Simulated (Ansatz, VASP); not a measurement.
**Cross-check of SiC (Moissanite 3C) between VASP and Ansatz**

Aim: how closely do two programs agree when they are given the same cell, functional and k mesh?

Program: Ansatz 0.2.0. Level of theory: plane waves, with VASP 6.6.1 beside it; single point at r2SCAN. Results are calculated unless marked as measured.

### Step 1. Set-up

The structure is cubic, space group F-43m (No. 216). Conventional cell: a = 4.358 Å, b = 4.358 Å, c = 4.358 Å, α = 90.00°, β = 90.00°, γ = 90.00°. Nearest to Si lie 4 C at 1.89 Å. C has 4 Si at 1.89 Å nearest. Farther neighbours are not listed.

### Step 2. Ansatz: single point, r2SCAN

Ansatz runs on its default PAW (the set named soft_2) files.

With cell and atoms fixed, the geometry can't cause a difference; cores, projectors, grids and the points listed under the comparison can.

input.yaml reads:

```yaml
crystal:
  lattice:
    - [0.0, 2.179, 2.179]
    - [2.179, 0.0, 2.179]
    - [2.179, 2.179, 0.0]
  atoms:
    - { symbol: Si, position: [0.0, 0.0, 0.0] }
    - { symbol: C, position: [0.75, 0.75, 0.75] }
hamiltonian:
  xc: r2scan
  pseudopotentials: { kind: paw }
kpoints:
  mp_grid: { grid: [9, 9, 9] }
scf:
  occupations: { method: gaussian, width: 0.01 }
  n_extra_bands: 4
output:
  forces: true
  stress: true
  eigenvalues: true
```

Command:

```
ansatz run input.yaml --threads 2 --pin off --max-ram 4608MiB --backend cpu --events-out ev --progress --plain --runs-dir out
```

Numbers of over 12 decimals in the logs are rounded to 6 here.

Log:

```text
scf.n_extra_bands = 4 over 4 filled bands (N_el = 8.0): the run solves 8 bands
Engine: ansatz 0.2.0, x86_64-unknown-linux-gnu
Pseudopotentials: kind: paw
Pseudopotential: Si, paw, valence charge 4, recommended cutoff 500 eV (meta_gga), Si.paw.azcp
Pseudopotential: C, paw, valence charge 4, recommended cutoff 500 eV (meta_gga), C.paw.azcp
Functional definition: r2SCAN
  parameter k0 = 0.174
  parameter k1 = 0.065
  parameter a1 = 4.9479
  exchange = r2scan_x(k0 = k0, k1 = k1, a1 = a1)
  correlation = r2scan_c
Crystal: 2 atoms, lattice volume = 20.692 Å³
Basis set: ecut = 500 eV, 531 PW (Γ), exchange–correlation on 96×96×96 points (64 copies of the dense FFT grid, shifted against one another)
Bands: 8, of which v1, the nominal top of the filled ones, is band 4 counted from 1 (3 counted from 0)
Symmetry: 24 space group operations
Space group: F-43m (ITA 216), of the structure as read, at distance tolerance 2.7e-5 Å
k-points: 35 of 729 (time reversal used)
Non-local potential: Si, projectors of the file, l = 0: 2, l = 1: 2, l = 2: 2
Non-local potential: C, projectors of the file, l = 0: 2, l = 1: 2, l = 2: 1
PAW form: soft (Blöchl's): semilocal exchange-correlation on the pseudo side does not see the compensation charge
PAW frozen core: Si, regenerated for the run's functional (the file was generated under x = pbe(κ = 0.804, μ = 0.219515), c = pbe(β = 0.066725))
PAW frozen core: C, regenerated for the run's functional (the file was generated under x = pbe(κ = 0.804, μ = 0.219515), c = pbe(β = 0.066725))
PAW one-centre angular grid: Si, 302 points (default); XC on 160 Gauss nodes
PAW one-centre angular grid: C, 302 points (default); XC on 239 of its mesh's 2573 points in the sphere
Initial density: superposition of atomic densities (neutral atoms: chi_scale 0, normalization atom), corrected by the library's trained network
Initial wavefunctions: pseudopotential atomic-orbital guess
Functional: x = r2scan, c = r2scan; τ floored in thin density (d = 2e-4 eV/Å³)
SCF iter   1: F=—  HF=-891.289470 eV  |F-HF|=—  |Δ(HF+E_count)|=         —  Δρ=5.86e-3  dr2=4.78e-3  dr2_τ=1.94e-1  ethr=1.77e-3  ⟨swp⟩=6.1  Hψ=2482  notcnv=0
preconditioner: auto → none  [insulator: Δε(μ)=1.814 eV  Ē_g=14.999 eV  σ=0.010 eV  W_gap=1.00  n_scr=0 (ndim 8)  ℏωp=23.1 eV  f_vac=0.000  D(μ)=0.00/eV (n_scr^D=0)  ε∞_Penn≈3.4]
SCF iter   2: F=—  HF=-891.333681 eV  |F-HF|=—  |Δ(HF+E_count)|=   4.42e-2  Δρ=3.99e-3  dr2=1.78e-3  dr2_τ=3.47e-5  ethr=5.98e-5  ⟨swp⟩=2.3  Hψ=854  notcnv=0
SCF iter   3: F=—  HF=-891.333643 eV  |F-HF|=—  |Δ(HF+E_count)|=   3.76e-5  Δρ=1.07e-3  dr2=1.97e-4  dr2_τ=5.28e-6  ethr=2.22e-5  ⟨swp⟩=2.6  Hψ=546  notcnv=0
SCF iter   4: F=—  HF=-891.333670 eV  |F-HF|=—  |Δ(HF+E_count)|=   2.62e-5  Δρ=1.10e-4  dr2=1.99e-6  dr2_τ=4.90e-7  ethr=2.46e-6  ⟨swp⟩=2.3  Hψ=544  notcnv=0
SCF iter   5: F=—  HF=-891.333666 eV  |F-HF|=—  |Δ(HF+E_count)|=   3.64e-6  Δρ=5.56e-5  dr2=5.43e-7  dr2_τ=2.47e-8  ethr=2.49e-8  ⟨swp⟩=2.0  Hψ=410  notcnv=0
SCF iter   6: F=—  HF=-891.333666 eV  |F-HF|=—  |Δ(HF+E_count)|=   5.38e-8  Δρ=2.52e-5  dr2=1.10e-7  dr2_τ=7.83e-10  ethr=6.78e-9  ⟨swp⟩=2.0  Hψ=391  notcnv=0
SCF iter   7: F=-891.333666 eV  HF=-891.333666 eV  |F-HF|=9.71e-10  |Δ(HF+E_count)|=   4.13e-9  Δρ=5.28e-6  dr2=4.91e-9  dr2_τ=3.66e-11  ethr=1.25e-9  ⟨swp⟩=4.0  Hψ=840  notcnv=0
SCF 1 converged in 7 iterations: F = -891.333666 eV  dr2 = 4.91e-9
  greatest PAW one-centre occupation: 0.658 electrons in one spin orbital (limit 2), on the C atom at site 1 (counted from 0), in its partial waves of l = 0
SCF converged after 7 iterations
Free energy (F): -891.333666 eV
Harris-Foulkes:  -891.333666 eV  (|F-HF|=9.71e-10)
Internal energy: -891.333666 eV  (E = F + TS)
E sigma→0 (E₀):  -891.333666 eV
Fermi energy:    10.294686 eV
--- Per-component energies (eV) ---
  E_band       = 25.470118
  E_kinetic    = 135.974649
  E_local      = -103.625272  (includes V_loc(G=0)·N_el)
  E_nonlocal   = 50.355301
  E_hartree    = 32.471156
  E_xc         = -101.336373
  E_vxc        = -118.607513  (∫ρ·V_xc dr)
  E_paw        = -620.288148  (= ΣΔE_a)
  E_vpaw       = -9.137515  (= ΣTr[D̂ρ^β])
  E_aug_tail   = 0.000008  (compensation charges beyond the density's cutoff)
  E_vtau       = 5.567674  (kinetic-family band-sum trace: ∫τ·v_τ [+ j·A + Jᵃ·Aᵃ] dr)
  E_ewald      = -284.783780
  E_core_change = -0.101207  (= ΣΔE_core)
  E_smearing   = -0.000000  (= −TS)
  E_closure    = 0.000000  (closes the sum)
  Σ components = -891.333666   (vs F -891.333666, Δ=0.00e0)
--- Forces (eV/Å), atoms counted from 1 ---
  atom   1  Si    -0.00000000     0.00000000     0.00000000
  atom   2  C      0.00000000    -0.00000000     0.00000000
  max |Σ_I F_I| component: 1.48e-16 eV/Å
--- Stress (GPa, compression-positive) ---
       -0.259159      -0.000000      -0.000000
       -0.000000      -0.259159       0.000000
       -0.000000       0.000000      -0.259159
  P = ⅓ Tr σ = -0.2592 GPa (-2.592 kbar)
--- Band table (eV; the first three rows and the last of 35) ---
  k-point 0: bands = ["-6.8188", "9.3615", "9.3615", "9.3615", "16.1631", "17.2118", "17.2118", "17.2118"]
  k-point 1: bands = ["-6.5692", "8.0988", "9.1920", "9.1920", "16.4212", "17.5199", "17.5199", "17.6646"]
  k-point 2: bands = ["-5.8359", "5.5648", "8.8225", "8.8225", "16.0267", "17.8643", "17.8643", "19.1823"]
  k-point 34: bands = ["-1.7359", "2.1436", "4.0960", "5.1202", "14.9281", "18.8283", "19.0589", "21.3909"]
```

Wall time 1.7 s (2 threads of AMD EPYC 9R14 (Zen 4), shared host); peak memory 0.39 GiB; 2.2 s of CPU time.

In the SCF lines HF is the Harris–Foulkes energy and dr2 the Hartree energy of the density residual, in eV; the loop may stop once dr2 is under the threshold and the program's other checks hold. Hψ counts applications of the Hamiltonian.

The run ends at a pressure of -0.26 GPa.

### Step 3. VASP: single point, r2SCAN

The same cell, functional, mesh and smearing now go to VASP, with its own data sets and cutoff.

Lines of VASP's logs that name or quote its potential files are left out, and so is its time.

INCAR reads:

```
SYSTEM = SiC
PREC = Accurate
ENCUT = 520
EDIFF = 1E-07
NELM = 100
ISMEAR = 0
SIGMA = 0.01
LREAL = .FALSE.
ALGO = Normal
METAGGA = R2SCAN
LASPH = .TRUE.
NBANDS = 10
LORBIT = 11
LWAVE = .FALSE.
LCHARG = .FALSE.
KPAR = 2
```

POSCAR reads:

```
SiC
1.0
    0.0000000000      2.1790000000      2.1790000000
    2.1790000000      0.0000000000      2.1790000000
    2.1790000000      2.1790000000      0.0000000000
Si C
1 1
Direct
    0.0000000000      0.0000000000      0.0000000000
    0.7500000000      0.7500000000      0.7500000000
```

KPOINTS reads:

```
Automatic mesh
0
Gamma
9 9 9
0 0 0
```

PAW data sets: Si and C (PBE family, release 64).

Command:

```
mpirun -np 2 vasp_std
```

Log:

```text
[banner, memory and clock lines left out]
running    2 mpi-ranks, on    1 nodes
 distrk:  each k-point on    1 cores,    2 groups
 distr:  one band on    1 cores,    1 groups

 POSCAR found type information on POSCAR SiC
 POSCAR found :  2 types and       2 ions
|                                                                             |
|               ----> ADVICE to this user running VASP <----                  |
|                                                                             |
|     You enforced a specific xc type in the INCAR file but a different       |
|     [... a line on the potential file left out ...]
|     I HOPE YOU KNOW WHAT YOU ARE DOING!                                     |
|                                                                             |

 LDA part: xc-table for (None), standard interpolation
 POSCAR, INCAR and KPOINTS ok, starting setup
 FFT: planning ... GRIDC
 FFT: planning ... GRID_SOFT
 FFT: planning ... GRID
 WAVECAR not read
 entering main loop
       N       E                     dE             d eps       ncg     rms          rms(c)
DAV:   1    -0.407191133611E+00   -0.40719E+00   -0.41057E+03   732   0.692E+02
DAV:   2    -0.216737762565E+02   -0.21267E+02   -0.20220E+02   898   0.119E+02
DAV:   3    -0.223221010329E+02   -0.64832E+00   -0.64723E+00   818   0.178E+01
DAV:   4    -0.223247485771E+02   -0.26475E-02   -0.26473E-02   816   0.143E+00
DAV:   5    -0.223247609152E+02   -0.12338E-04   -0.12338E-04   820   0.925E-02    0.919E+00
DAV:   6    -0.192875729913E+02    0.30372E+01   -0.52111E+00   772   0.116E+01    0.508E+00
DAV:   7    -0.193160652325E+02   -0.28492E-01   -0.50585E-01   880   0.444E+00    0.247E+00
DAV:   8    -0.193262835720E+02   -0.10218E-01   -0.20278E-02   712   0.120E+00    0.179E-01
DAV:   9    -0.193266125212E+02   -0.32895E-03   -0.33197E-04   970   0.184E-01    0.134E-01
DAV:  10    -0.193266965018E+02   -0.83981E-04   -0.71816E-05   728   0.851E-02    0.124E-02
DAV:  11    -0.193266956535E+02    0.84838E-06   -0.77204E-07   882   0.697E-03    0.459E-03
DAV:  12    -0.193266958463E+02   -0.19283E-06   -0.13030E-07   734   0.358E-03    0.224E-04
DAV:  13    -0.193266958417E+02    0.45643E-08   -0.16882E-09   362   0.339E-04
   1 F= -.19326696E+02 E0= -.19326696E+02  d E =-.760960E-88
```

From OUTCAR (step 3):

```text
ion  position               nearest neighbor table
   1  0.000  0.000  0.000-   2 1.89   2 1.89   2 1.89   2 1.89
   2  0.750  0.750  0.750-   1 1.89   1 1.89   1 1.89   1 1.89

  LATTYP: Found a face centered cubic cell.
 ALAT       =     4.3580000000

 Subroutine GETGRP returns: Found 24 space group operations
 (whereof 24 operations were pure point group operations)

The static configuration has the point symmetry T_d .

 Found     35 irreducible k-points:

   k-points           NKPTS =     35   k-points in BZ     NKDIM =     35   number of bands    NBANDS=     10

   dimension x,y,z NGX =    24 NGY =   24 NGZ =   24
   dimension x,y,z NGXF=    48 NGYF=   48 NGZF=   48

   ENCUT  =  520.0 eV  38.22 Ry    6.18 a.u.   5.73  5.73  5.73*2*pi/ulx,y,z

   NELECT =       8.0000    total number of electrons

 k-points in reciprocal lattice and weights: Automatic mesh
   0.00000000  0.00000000  0.00000000       0.001
   0.11111111  0.00000000  0.00000000       0.011
   0.22222222  0.00000000  0.00000000       0.011
   0.33333333  0.00000000  0.00000000       0.011
   0.44444444  0.00000000  0.00000000       0.011
   0.11111111  0.11111111  0.00000000       0.008
   0.22222222  0.11111111  0.00000000       0.033
   0.33333333  0.11111111  0.00000000       0.033
   0.44444444  0.11111111  0.00000000       0.033
[...]
-0.33333333  0.44444444  0.11111111       0.033
  -0.33333333  0.44444444  0.22222222       0.033

 average (electrostatic) potential at core
       1 -83.3283       2 -46.6886

 E-fermi :   8.1212

 k-point     1 :       0.0000    0.0000    0.0000
  band No.  band energies     occupation
      1      -8.1971      2.00000
      2       7.9825      2.00000
      3       7.9825      2.00000
      4       7.9825      2.00000
      5      14.8165      0.00000
      6      15.8311      0.00000
      7      15.8311      0.00000
      8      15.8311      0.00000
      9      23.1908      0.00000
    ...

 k-point     2 :       0.1111    0.0000    0.0000
  band No.  band energies     occupation
      1      -7.9475      2.00000
      2       6.7208      2.00000
      3       7.8126      2.00000
      4       7.8126      2.00000
      5      15.0626      0.00000
      6      16.1406      0.00000
      7      16.1406      0.00000
      8      16.2953      0.00000
      9      22.1264      0.00000
    ...

 k-point     3 :       0.2222    0.0000    0.0000
  band No.  band energies     occupation
      1      -7.2144      2.00000
      2       4.1871      2.00000
      3       7.4425      2.00000
      4       7.4425      2.00000
      5      14.6615      0.00000
      6      16.4892      0.00000
      7      16.4892      0.00000
      8      17.8194      0.00000
      9      21.6494      0.00000
    ...

  Total       -0.0570953     -0.0570953     -0.0570953      0.0000000      0.0000000     -0.0000000
  in kB       -4.4208838     -4.4208838     -4.4208838      0.0000000      0.0000000     -0.0000000
  external PRESSURE =      -4.4208838 kB  Pullay stress =       0.0000000 kB

  energy-cutoff  :      520.00
  volume of cell :       20.69
      direct lattice vectors                 reciprocal lattice vectors
     0.000000000  2.179000000  2.179000000    -0.229463056  0.229463056  0.229463056
     2.179000000  0.000000000  2.179000000     0.229463056 -0.229463056  0.229463056
     2.179000000  2.179000000  0.000000000     0.229463056  0.229463056 -0.229463056

 POSITION                                       TOTAL-FORCE (eV/Angst)
 -----------------------------------------------------------------------------------
      0.00000      0.00000      0.00000        -0.000000     -0.000000     -0.000000
      3.26850      3.26850      3.26850         0.000000      0.000000      0.000000
 -----------------------------------------------------------------------------------
    total drift:                                0.000001      0.000001      0.000001

  FREE ENERGIE OF THE ION-ELECTRON SYSTEM (eV)
  ---------------------------------------------------
  free  energy   TOTEN  =       -19.3266958417 eV

  energy  without entropy=      -19.3266958417  energy(sigma->0) =      -19.32669584

 total charge
# of ion       s       p       d       tot
------------------------------------------
    1        0.702   0.980   0.000   1.682
    2        0.850   1.714   0.000   2.564
--------------------------------------------------
tot          1.552   2.694   0.000   4.246

[... 3 further parts left out ...]
```

The run ends at a pressure of -0.44 GPa.

### Step 4. Differences

Known differences besides the potentials themselves: VASP keeps PBE cores, Ansatz makes them for the functional; the cutoff is 500 eV in Ansatz and 520 eV in VASP. Total energies have different zeros and are not compared.

The two programs side by side:

```csv
quantity,Ansatz,VASP,difference
pressure (GPa),-0.26,-0.44,+0.18
gap on the k mesh (eV),1.866,1.877,-0.011
```

A gap on the mesh is an upper bound, since the band edges may lie between its points.

### Step 5. What came out

```json
{
  "difference in gap on the k mesh (single point, r2SCAN)": "-0.011 eV"
}
```

The difference in gap on the k mesh is -0.011 eV (single point, r2SCAN), within the 0.08 eV picked in this series as the mark of a large difference. Such differences can come from data sets, numerical settings and the points named under the comparisons, not from the functional's error against experiment.

[Lines on the potential files, build, host, timing and source positions are cut from VASP's logs without a mark.]

[Logs are printed without paths, hosts, clocks, repeated set-up lines and the standing remarks that a program may print on its own settings, such as how far it seeks lower states.]

[Hosts, paths, dates, database ids (printed as entryN), source tags and the programs' standing remarks are cut or masked in the printed files.]
